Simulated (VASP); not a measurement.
# SnTe (Fm-3m) in VASP: further runs, part 2 of 2

VASP 6.6.1.

## (4) Relaxation of cell and atoms, PBEsol

This run uses another cell than the first one, of 31.28 Å³/atom, 1.007 times its volume.

Contents of INCAR:

```
ALGO = Normal
EDIFF = 1E-6
EDIFFG = -0.002
ENCUT = 600
GGA = PS
IBRION = 2
ISIF = 3
ISMEAR = -1
LASPH = True
LCHARG = False
LREAL = False
LWAVE = False
NELM = 80
NSW = 100
PREC = Accurate
SIGMA = 0.1
```

Contents of KPOINTS:

```
k-points
0
Gamma
  10 10 10
```

Contents of POSCAR:

```
SnTe
1.0
    0.0000000000      3.1508500000      3.1508500000
    3.1508500000      0.0000000000      3.1508500000
    3.1508500000      3.1508500000      0.0000000000
Sn Te
1 1
Direct
    0.0000000000      0.0000000000      0.0000000000
    0.5000000000      0.5000000000      0.5000000000
```

Potentials or basis: VASP PAW PBE potentials, release 64 (Sn_d, Te).

Launch:

```
> cat potpaw_PBE.64/Sn_d/POTCAR potpaw_PBE.64/Te/POTCAR > POTCAR
> mpirun -np 1 vasp_std > vasp.out
```

OUTCAR:

```text
EDIFF = 1E-6
   EDIFFG = -0.002
   ENCUT = 600
   GGA = PS
   IBRION = 2
   ISIF = 3
   ISMEAR = -1
   LASPH = True
   LREAL = False
   NELM = 80
   NSW = 100
   PREC = Accurate

 ion  position               nearest neighbor table
   1  0.000  0.000  0.000-   2 3.15   2 3.15   2 3.15   2 3.15   2 3.15   2 3.15
   2  0.500  0.500  0.500-   1 3.15   1 3.15   1 3.15   1 3.15   1 3.15   1 3.15

  LATTYP: Found a face centered cubic cell.
 ALAT       =     6.3017000000

  Lattice vectors:

 A1 = (   0.0000000000,   3.1508500000,   3.1508500000)
 A2 = (   3.1508500000,   0.0000000000,   3.1508500000)
 A3 = (   3.1508500000,   3.1508500000,   0.0000000000)

Analysis of symmetry for initial positions (statically):
=====================================================================
 Subroutine PRICEL returns:
 Original cell was already a primitive cell.

 Routine SETGRP: Setting up the symmetry group for a
 face centered cubic supercell.

 Subroutine GETGRP returns: Found 48 space group operations
 (whereof 48 operations were pure point group operations)
 out of a pool of 48 trial point group operations.

The static configuration has the point symmetry O_h .

Analysis of symmetry for dynamics (positions and initial velocities):
=====================================================================
 Subroutine PRICEL returns:
 Original cell was already a primitive cell.

 Routine SETGRP: Setting up the symmetry group for a
 face centered cubic supercell.

 Subroutine GETGRP returns: Found 48 space group operations
 (whereof 48 operations were pure point group operations)
 out of a pool of 48 trial point group operations.

The dynamic configuration has the point symmetry O_h .

 Subroutine INISYM returns: Found 48 space group operations
 (whereof 48 operations are pure point group operations),
 and found     1 'primitive' translations

----------------------------------------------------------------------------------------

                                     Primitive cell

  volume of cell :      62.5624

  direct lattice vectors                    reciprocal lattice vectors
     0.000000000  3.150850000  3.150850000    -0.158687338  0.158687338  0.158687338
     3.150850000  0.000000000  3.150850000     0.158687338 -0.158687338  0.158687338
     3.150850000  3.150850000  0.000000000     0.158687338  0.158687338 -0.158687338

  length of vectors
     4.455974803  4.455974803  4.455974803     0.274854533  0.274854533  0.274854533

  position of ions in fractional coordinates (direct lattice)
     0.000000000  0.000000000  0.000000000
     0.500000000  0.500000000  0.500000000

  ion indices of the primitive-cell ions
   primitive index   ion index
                 1           1
                 2           2

----------------------------------------------------------------------------------------

 KPOINTS: k-points

Automatic generation of k-mesh.
 Grid dimensions read from file:
 generate k-points for:   10   10   10

 Generating k-lattice:

  Cartesian coordinates                     Fractional coordinates (reciprocal lattice)
[... 50 lines left out ...]
 SYSTEM =  unknown system
   PREC   = accura    normal or accurate (medium, high low for compatibility)
   ISTART =      0    job   : 0-new  1-cont  2-samecut
   ICHARG =      2    charge: 1-file 2-atom 10-const
   ISPIN  =      1    spin polarized calculation?
   LNONCOLLINEAR =      F non collinear calculations
   LSORBIT =      F    spin-orbit coupling
   LASPH  =      T    aspherical Exc in radial PAW
   ENCUT  =  600.0 eV  44.10 Ry    6.64 a.u.   8.90  8.90  8.90*2*pi/ulx,y,z
   NELM   =     80;   NELMIN=  2; NELMDL= -5     # of ELM steps
   EDIFF  = 0.1E-05   stopping-criterion for ELM
   LREAL  =      F    real-space projection
   EDIFFG = -.2E-02   stopping-criterion for IOM
   NSW    =    100    number of steps for IOM
   IBRION =      2    ionic relax: 0-MD 1-quasi-New 2-CG
   NFREE  =      1    steps in history (QN), initial steepest desc. (CG)
   ISIF   =      3    stress and relaxation
   ISYM   =      2    0-nonsym 1-usesym 2-fastsym
   POTIM  = 0.5000    time-step for ionic-motion
   TEBEG  =    0.0;   TEEND  =   0.0 temperature during run
   PSTRESS=    0.0 pullay stress
   NELECT =      20.0000    total number of electrons
   NUPDOWN=      -1.0000    fix difference up-down
   EMIN   =  10.00;   EMAX   =-10.00  energy-range for DOS
   EFERMI =   0.00;   METHOD = LEGACY
   ISMEAR =    -1;   SIGMA  =   0.10  broadening in eV -4-tet -1-fermi 0-gaus
   EFERMI_NEDOS =   21; number of points for ismear=-14 and -15
   IALGO  =     38    algorithm
   IMIX   =      4    mixing-type and parameters
     AMIX     =   0.40;   BMIX     =  1.00
     AMIX_MAG =   1.60;   BMIX_MAG =  1.00
  volume/ion in A,a.u.               =      31.28       211.10
  Fermi-wavevector in a.u.,A,eV,Ry     =   1.119387  2.115336 17.048485  1.253028
  Thomas-Fermi vector in A             =   2.256026
   LORBIT       =      0    0 simple, 1 ext, 2 COOP (PROOUT), +10 PAW based schemes
   GGA     = PS    functional components
   LHFCALC =     F    Hartree Fock is set to
   AEXX    =    0.0000 exact exchange contribution
   IVDW    =     0    specifies the selected vdW correction
   LEPSILON=     F    determine dielectric tensor
   LRPA    =     F    only Hartree local field effects (RPA)
 conjugate gradient relaxation of ions
 non-spin polarized calculation
  energy-cutoff  :      600.00
  volume of cell :       62.56
 maximum number of plane-waves:      2108
   NGX = 17   NGY = 17   NGZ = 17

--------------------------------------- Ionic step        1  -------------------------------------------

 number of electron      19.9999998 magnetization

 Free energy of the ion-electron system (eV)
  ---------------------------------------------------
  ext. energy  EPLUGINS =         0.00000000
  ---------------------------------------------------
  free energy    TOTEN  =        -8.34048042 eV

  energy without entropy =       -8.33552038  energy(sigma->0) =       -8.33800040

------------------------ aborting loop because EDIFF is reached ----------------------------------------

  FORCE on cell =-STRESS in cart. coord.  units (eV):
  Direction    XX          YY          ZZ          XY          YZ          ZX
  --------------------------------------------------------------------------------------
  -------------------------------------------------------------------------------------
  Total       -0.1168852     -0.1168852     -0.1168852      0.0000000     -0.0000000      0.0000000
  in kB       -2.9933468     -2.9933468     -2.9933468      0.0000000     -0.0000000      0.0000000
  external PRESSURE =      -2.9933468 kB  Pullay stress =       0.0000000 kB
[... 59 lines left out ...]
--------------------------------------- Ionic step        3  -------------------------------------------

 number of electron      19.9999998 magnetization

 Free energy of the ion-electron system (eV)
  ---------------------------------------------------
  ext. energy  EPLUGINS =         0.00000000
  ---------------------------------------------------
  free energy    TOTEN  =        -8.34079982 eV

  energy without entropy =       -8.33571032  energy(sigma->0) =       -8.33825507

 E-fermi :   6.8711     XC(G=0):  -9.6785

 val. band max:        6.8220761497   @ k =   0.5000   0.0000   0.0000
 cond. band min:       6.9808634553   @ k =   0.5000   0.0000   0.0000
 fundamental gap:      0.1587873057
 Fermi energy:         6.8711007634

 k-point     1 :       0.0000    0.0000    0.0000
  band No.  band energies     occupation
      1     -14.9073      2.00000
      2     -14.9073      2.00000
      3     -14.9000      2.00000
      4     -14.9000      2.00000
      5     -14.9000      2.00000
      6      -5.9870      2.00000
      7       2.1875      2.00000
      8       4.7282      2.00000
      9       4.7282      2.00000
     10       4.7282      2.00000
     11      10.2212      0.00000
     12      10.2212      0.00000
     13      10.2212      0.00000
     14      11.5819      0.00000
[... 377 lines left out ...]
      1     -14.9208      2.00000
      2     -14.9041      2.00000
      3     -14.9026      2.00000
      4     -14.8914      2.00000
      5     -14.8911      2.00000
      6      -4.7791      2.00000
      7      -0.0516      2.00000
      8       2.8667      2.00000
      9       3.4499      2.00000
     10       3.6605      2.00000
     11       9.4947      0.00000
     12      10.7334      0.00000
     13      10.8424      0.00000
     14      11.2240      0.00000

 [... further k-points ...]

------------------------ aborting loop because EDIFF is reached ----------------------------------------

  FORCE on cell =-STRESS in cart. coord.  units (eV):
  Direction    XX          YY          ZZ          XY          YZ          ZX
  --------------------------------------------------------------------------------------
  -------------------------------------------------------------------------------------
  Total       -0.0023802     -0.0023802     -0.0023802      0.0000000      0.0000000      0.0000000
  in kB       -0.0613070     -0.0613070     -0.0613070      0.0000000      0.0000000      0.0000000
  external PRESSURE =      -0.0613070 kB  Pullay stress =       0.0000000 kB
[... 17 lines left out ...]
  FREE ENERGIE OF THE ION-ELECTRON SYSTEM (eV)
  ---------------------------------------------------
  free  energy   TOTEN  =        -8.3407998198 eV

  energy  without entropy=       -8.3357103151  energy(sigma->0) =       -8.33825507

 reached required accuracy - stopping structural energy minimisation
```

CONTCAR:

```text
SnTe
   1.00000000000000
     0.0000000000000000    3.1448104554679697    3.1448104554679697
     3.1448104554679697   -0.0000000000000000    3.1448104554679697
     3.1448104554679697    3.1448104554679697   -0.0000000000000000
  Sn              Te
     1     1
Direct
     0.0000000000000000    0.0000000000000000    0.0000000000000000
     0.5000000000000000    0.5000000000000000    0.5000000000000000

  0.00000000E+00  0.00000000E+00  0.00000000E+00
  0.00000000E+00  0.00000000E+00  0.00000000E+00
```

Wall time 71 s (1 thread of Intel Xeon Platinum 8375C at 2.90GHz (Ice Lake), shared host); peak memory 0.24 GiB.

What came out:

| Item | Value |
| --- | --- |
| Free energy | -8.3408 eV |
| Relaxed volume | 31.10 Å³/atom |
| Relaxed cell | a = 4.447 Å, b = 4.447 Å, c = 4.447 Å, α = 60.00°, β = 60.00°, γ = 60.00° |
| Space group after relaxing (to 0.05 Å) | Fm-3m (No. 225) |
| Energy gained by relaxing | 0.2 meV/atom |
| Ionic steps | 3 |
| Pressure after relaxing | 0.0 GPa |
| Band gap on the k mesh | 0.16 eV, direct |

Step by step:
```
step  energy change (eV)  largest force (eV/Å)  pressure (GPa)  volume (Å³)
   1              0.0000                0.0000           -0.30        62.56
   2             -0.0003                0.0000            0.12        62.03
   3             -0.0003                0.0000           -0.01        62.20
```

Final structure:
```
CELL_PARAMETERS angstrom
0.00000 3.14481 3.14481
3.14481 0.00000 3.14481
3.14481 3.14481 0.00000
ATOMIC_POSITIONS crystal
Sn 0.00000 0.00000 0.00000
Te 0.50000 0.50000 0.50000
```

Levels at points of the mesh, in eV from the valence-band top:
```csv
k point,band 8,band 9,band 10,band 11,band 12,band 13
"(0.00, 0.00, 0.00)",-2.09,-2.09,-2.09,3.40,3.40,3.40
"(0.50, 0.00, 0.00)",-1.76,-1.76,0.00,0.16,0.39,0.39
"(0.50, 0.50, 0.00)",-5.59,-3.72,-3.72,2.13,5.00,5.00
```

Caveat: the PAW data sets were made with another functional, which shifts forces and pressure a little; spin-orbit coupling is left out, which moves the levels of the heavy elements. A k mesh can miss the band edges.

## (5) The runs side by side

```tsv
task	cell	cutoff (eV)	smearing	gap on the mesh (eV)	pressure (GPa)
single point	a = 4.446 Å, angles 60.0°, 2 atoms	520	fermi-dirac 0.1 eV	0.16	0.0
single point	a = 4.446 Å, angles 60.0°, 2 atoms	520	gaussian 0.01 eV	0.16	0.0
relaxation of cell and atoms	relaxed from a = 4.456 Å, angles 60.0°, 2 atoms	600	fermi-dirac 0.1 eV	0.16	0.0
```

Alike in all rows: level PBEsol; potentials or basis VASP PAW PBE potentials, release 64 (Sn_d, Te); no spin polarisation; k mesh 10 × 10 × 10.

Caveats: the PAW data sets were made with another functional, which shifts forces and pressure a little; spin-orbit coupling is left out, which moves the levels of the heavy elements.

Total energies depend on the potentials used, so only differences within one code and one set of settings carry meaning.

## (6) Against experiment

Step 3. Against the measured gap of SnTe, 0.18 eV (direct; 300 K; a printed reference work, textbook), the calculated 0.16 eV is off by -0.02 eV. Spin-orbit coupling on Sn, Te is left out. The value is that of PBEsol on a finite k mesh, which can miss the band edges, without temperature or zero-point motion. Semilocal functionals fall short of measured gaps as a rule.
